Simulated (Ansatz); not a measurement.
TiAl3 (Pm-3m)

The calculation used DFT PBEsol, scalar-relativistic, plane waves, PAW in Ansatz 0.2.0.

Plane waves to 420 eV, a k mesh through Γ of 10×10×10 on the computed 4-atom cell and Gaussian smearing (0.10 eV); no spin polarisation.

The structure is relaxed at this level of theory with its symmetry kept. This form isn't the usual stable structure of the compound.

Space group Pm-3m (No. 221). a = 3.948 Å, b = 3.948 Å, c = 3.948 Å, α = 90.00°, β = 90.00°, γ = 90.00°
```json
{"atom": "Ti", "site": "1a", "symmetry": "m-3m", "x": "0.0000", "y": "0.0000", "z": "0.0000"}
{"atom": "Al", "site": "3c", "symmetry": "4/mm.m", "x": "0.5000", "y": "0.5000", "z": "0.0000"}
```

```json
{
 "Space group": "Pm-3m (No. 221)",
 "Volume per atom": "15.39 Å³",
 "Formation energy from the elements' standard states (uncorrected)": "-0.376 eV/atom",
 "Kohn–Sham band gap": "none (metal)",
 "Density of states at the Fermi level": "2.30 states/eV per cell",
 "Löwdin character within 0.5 eV of the Fermi level": "Ti 3d 59 %, Al 3p 25 %, Al 3s 7 %, unprojected 5 %",
 "Bulk modulus": "112 GPa",
 "Its pressure derivative": "4.0",
 "Bader charges (e)": "Ti (1 in the cell) 0.70, Al (3 in the cell) -0.23"
}
```